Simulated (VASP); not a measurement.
The system is Ga.

```
Ga
1.0
     1.38300   -4.02650    0.00000
     1.38300    4.02650    0.00000
    -0.11745    0.00000    3.32993
Ga
2
Direct
  0.86900 0.13100 0.25000
  0.13100 0.86900 0.75000
```

This isn't the form of Ga at room conditions, which is orthorhombic.

- Program: VASP 6.6.1
- Task: relaxation of cell and atoms
- Functional: PBE
- Potentials or basis: VASP PAW PBE potentials, release 64 (Ga_d)
- Cutoff: 520 eV
- k mesh: 17 × 17 × 13
- Occupations: gaussian, width 0.1 eV
- Spin: no spin polarisation

At the start: pressure 1.8 GPa; volume 18.54 Å³/atom.

Where does the relaxation end?

Over 13 steps the energy falls by 7.0 meV/atom and the volume is 19.18 Å³/atom (+3.5 %); space group Cmcm (No. 63, to 0.05 Å).

The path:
| step | energy change (eV) | largest force (eV/Å) | pressure (GPa) | volume (Å³) |
| --- | --- | --- | --- | --- |
| 1 | 0.0000 | 0.2080 | 1.82 | 37.09 |
| 2 | -0.0101 | 0.1119 | 0.19 | 38.23 |
| 3 | -0.0106 | 0.0808 | -0.33 | 38.66 |
| 4 | -0.0106 | 0.0866 | -0.26 | 38.60 |
| 5 | -0.0118 | 0.0491 | -0.21 | 38.50 |
| 6 | -0.0128 | 0.0405 | 0.13 | 38.29 |
| 7 | -0.0128 | 0.0266 | 0.05 | 38.32 |
| 8 | -0.0134 | 0.0195 | 0.04 | 38.32 |
| 9 | -0.0135 | 0.0149 | 0.10 | 38.32 |
| 10 | -0.0135 | 0.0136 | 0.07 | 38.32 |
| 11 | -0.0137 | 0.0032 | -0.04 | 38.40 |
| 12 | -0.0138 | 0.0055 | -0.14 | 38.48 |
| 13 | -0.0139 | 0.0047 | 0.02 | 38.37 |

Final structure:
```
CELL_PARAMETERS angstrom
1.41328 -4.06527 0.02452
1.41328 4.06527 0.02452
-0.06158 0.00000 3.33799
ATOMIC_POSITIONS crystal
Ga 0.86555 0.13445 0.25000
Ga 0.13445 0.86555 0.75000
```
